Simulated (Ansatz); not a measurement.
Density of states of AlNi3 (Pm-3m, a = 3.567 Å, b = 3.567 Å, c = 3.567 Å, α = 90.00°, β = 90.00°, γ = 90.00°), in states per eV and primitive cell, averaged over bins of 0.4 eV. Method: DFT PBE, scalar-relativistic, plane waves, PAW in Ansatz 0.2.0.

Plane waves to 420 eV, a k mesh through Γ of 12×12×12 on the computed 4-atom cell and Gaussian smearing (0.10 eV); collinear spin from starting moments 0 0.3 0.3 0.3 μB.

The cell is relaxed at this level. The states (both spins) are summed by tetrahedra on a 18×18×18 mesh at the self-consistent density. Energies are bin centres; the table starts no lower than −8 eV and ends at 6 eV, or lower where the solved bands end.

It is a metal at this level.

```csv
E − E_F (eV),total,Ni 3d down,Ni 3d up,Al 3p up,Al 3p down,Ni 4s down,Ni 4s up,Al 3s up
-7.85,0.53,0.01,0.01,0.05,0.05,0.12,0.11,0.08
-7.45,0.66,0.02,0.02,0.06,0.06,0.13,0.13,0.12
-7.05,0.63,0.02,0.02,0.06,0.06,0.10,0.10,0.12
-6.65,0.62,0.03,0.04,0.07,0.07,0.08,0.09,0.11
-6.25,0.78,0.06,0.06,0.10,0.10,0.10,0.10,0.12
-5.85,1.01,0.12,0.14,0.12,0.12,0.10,0.10,0.15
-5.45,0.74,0.08,0.08,0.13,0.13,0.11,0.11,0.04
-5.05,1.11,0.13,0.16,0.20,0.19,0.15,0.16,0.05
-4.65,1.71,0.30,0.37,0.24,0.24,0.18,0.19,0.08
-4.25,2.30,0.57,0.70,0.23,0.23,0.17,0.18,0.09
-3.85,2.52,0.75,0.94,0.19,0.23,0.15,0.14,0.04
-3.45,3.34,0.96,1.68,0.14,0.11,0.17,0.19,0.01
-3.05,8.54,3.30,3.91,0.33,0.39,0.25,0.18,0.01
-2.65,7.05,2.79,3.39,0.31,0.24,0.07,0.07,0.01
-2.25,7.74,3.02,3.98,0.17,0.23,0.07,0.06,0.01
-1.85,7.12,4.09,2.54,0.09,0.10,0.05,0.04,0.01
-1.45,5.95,2.29,3.30,0.05,0.08,0.04,0.05,0.01
-1.05,12.87,5.56,6.81,0.06,0.05,0.09,0.14,0.01
-0.65,9.79,5.35,3.84,0.06,0.08,0.11,0.09,0.09
-0.25,5.65,2.58,2.39,0.05,0.07,0.10,0.08,0.09
0.15,2.84,2.16,0.25,0.07,0.05,0.04,0.03,0.06
0.55,0.79,0.22,0.23,0.12,0.09,0.01,0.02,0.02
0.95,1.46,0.35,0.54,0.27,0.14,0.03,0.08,0.02
1.35,1.92,0.63,0.36,0.29,0.32,0.09,0.08,0.03
1.75,1.38,0.33,0.23,0.25,0.26,0.07,0.07,0.03
2.15,1.14,0.22,0.16,0.22,0.23,0.07,0.06,0.03
2.55,0.96,0.15,0.12,0.20,0.21,0.06,0.05,0.02
2.95,0.80,0.11,0.08,0.17,0.18,0.05,0.04,0.02
3.35,0.66,0.07,0.06,0.14,0.15,0.04,0.03,0.02
3.75,0.75,0.08,0.08,0.12,0.12,0.04,0.06,0.07
4.15,1.10,0.11,0.12,0.11,0.10,0.14,0.21,0.09
4.55,1.41,0.14,0.11,0.14,0.13,0.26,0.25,0.08
4.95,1.38,0.11,0.09,0.16,0.16,0.23,0.21,0.05
5.35,1.22,0.08,0.07,0.15,0.15,0.19,0.17,0.04
5.75,1.11,0.06,0.05,0.12,0.12,0.15,0.14,0.02
```

The columns after the total are the main Löwdin projections on the occupied valence shells of the potentials; 1 other is left out. The rest of the total lies in those, in shells that are empty in the free atom, which aren't projected, and between the atoms.

Only this magnetic start was tried.

Whether AlNi3 exists in this form wasn't checked.